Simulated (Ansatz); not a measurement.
Reactions of C8H16O, SMILES `CC(=O)C(C)(C)C(C)C`.

Computed with Ansatz on PBE0-D4/def2-TZVP structures; ΔE is electronic, products minus reactants. CCSD(T)/CBS adds triple-zeta CCSD(T) − MP2 to the extrapolated MP2 energy (def2 sets, frozen cores). This one scheme is used for every species. Functionals use def2-TZVPP. For Br outer-core shells are correlated without core-valence functions, which leaves a few kJ/mol of doubt a bond. Scalar relativity is left out up to krypton. Each species was taken in one conformer, which may not be the lowest.

| reaction | CCSD(T)/CBS(def2) (kJ/mol) |
| --- | --- |
| `CC(=O)C(C)(C)C(C)C` + CH₃SH → `CSC(C)C` + `CC(=O)C(C)C` | 1 |
| `CC(=O)C(C)(C)C(C)C` + HBr → `CC(=O)Br` + `CC(C)C(C)C` | -4 |
| `CC(=O)C(C)(C)C(C)C` + `[OH][AlH][Cl]` → `CC(C)[O][AlH][Cl]` + `CC(=O)C(C)C` | ? |
| `CC(=O)C(C)(C)C(C)C` + H₂O → acetic acid + `CC(C)C(C)C` | -37 |

Q: Fill in the missing values. (An estimate is asked.)

A: Computed: `CC(=O)C(C)(C)C(C)C` + `[OH][AlH][Cl]` → `CC(C)[O][AlH][Cl]` + `CC(=O)C(C)C`: +36.6 kJ/mol.

Largest T1 diagnostic: 0.015, for `CC(=O)O`.
